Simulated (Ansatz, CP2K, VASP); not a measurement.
**One calculation of KMgF3, 3 ways**

```
K Mg F
1.0
     3.98590    0.00000    0.00000
     0.00000    3.98590    0.00000
     0.00000    0.00000    3.98590
K Mg F
1 1 3
Cartesian
  1.9929 1.9929 1.9929
  0.0000 0.0000 0.0000
  0.0000 0.0000 1.9929
  0.0000 1.9929 0.0000
  1.9929 0.0000 0.0000
```

Alike in all runs: task single point; functional PBEsol; k mesh 7 × 7 × 7; occupations gaussian, width 0.1 eV; no spin polarisation; no spin-orbit coupling. Pressure is positive in compression and, in plane waves, holds the error of the finite cutoff, which Ansatz's Pulay term estimates and takes out.

```json
{"program and potentials": "Ansatz, Ansatz PAW", "plane-wave cutoff (eV)": "420", "notes": "potentials made for PBE, which Ansatz adapts in part; 8 valence electrons an atom on average; Pulay term of +0.59 GPa included", "pressure (GPa)": "0.30"}
{"program and potentials": "VASP, PBE PAW files F, K_sv, Mg_pv, 520 eV", "plane-wave cutoff (eV)": "520", "notes": "potentials made for PBE; 7.6 valence electrons an atom on average", "pressure (GPa)": "0.34"}
{"program and potentials": "CP2K, POTENTIAL_UZH K GTH-PBE-q9, Mg GTH-PBE-q10, F GTH-PBE-q7; TZVP-MOLOPT-PBE-GTH basis", "plane-wave cutoff (eV)": "-", "notes": "atomic basis; potentials made for PBE; 8 valence electrons an atom on average", "pressure (GPa)": "2.03"}
```

The pressure spans 0.30 (Ansatz, Ansatz PAW) to 2.03 GPa (CP2K, POTENTIAL_UZH K GTH-PBE-q9, Mg GTH-PBE-q10, F GTH-PBE-q7; TZVP-MOLOPT-PBE-GTH basis). Rows in atomic bases carry the error of their basis and grid, which can be large.

The functional is the same throughout but for its coding, so the spread measures potentials, basis and numerics; runs on potential files found faulty are left out.
